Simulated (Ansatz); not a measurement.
# Hg: the cost of one run

Program: Ansatz 0.2.0. Level of theory: DFT PBE, scalar-relativistic, plane waves, PAW. These are calculated values, not measurements.

### Step 1. The starting structure

Symmetry: I4/mmm, No. 139, tetragonal system. Conventional cell: a = 3.753 Å, b = 3.753 Å, c = 3.834 Å, α = 90.00°, β = 90.00°, γ = 90.00°. Hg (site symmetry 4/mmm) has 14 Hg at 3.27 to 3.83 Å as nearest neighbours.

As a file:

```
Hg
1.0
    -1.87674    1.87674    1.91684
     1.87674   -1.87674    1.91684
     1.87674    1.87674   -1.91684
Hg
1
Direct
  0.50000 0.50000 0.00000
```

The structure comes from the Materials Project (structure only).

### Step 2. Ground state at the listed geometry

The input, input.yaml:

```yaml
crystal:
  lattice:
    - [-1.8767364354, 1.8767364354, 1.916844855]
    - [1.8767364354, -1.8767364354, 1.916844855]
    - [1.8767364354, 1.8767364354, -1.916844855]
  atoms:
    - { symbol: Hg, position: [0.5, 0.5, 0.0] }
basis:
  ecutwfc: 420
  fft_grid_basis: typed
kpoints:
  mp_grid: { grid: [12, 12, 12] }
hamiltonian:
  xc: pbe
  pseudopotentials: { kind: paw }
scf:
  occupations: { method: gaussian, width: 0.05 }
output:
  forces: true
  stress: true
  eigenvalues: true
  bader: true
  write_density: true
  volumetric_format: npy
  elf: true
```

Run with:

```sh
$ ansatz run input.yaml --threads 1 --pin off --max-ram 2560MiB --backend cpu --events-out ev --progress --plain --runs-dir out
```

**Question.** How long does this run take on 1 thread of Arm Neoverse V2, shared host, and how much memory does it need?

About 6.8 s, with a peak of 0.33 GiB.
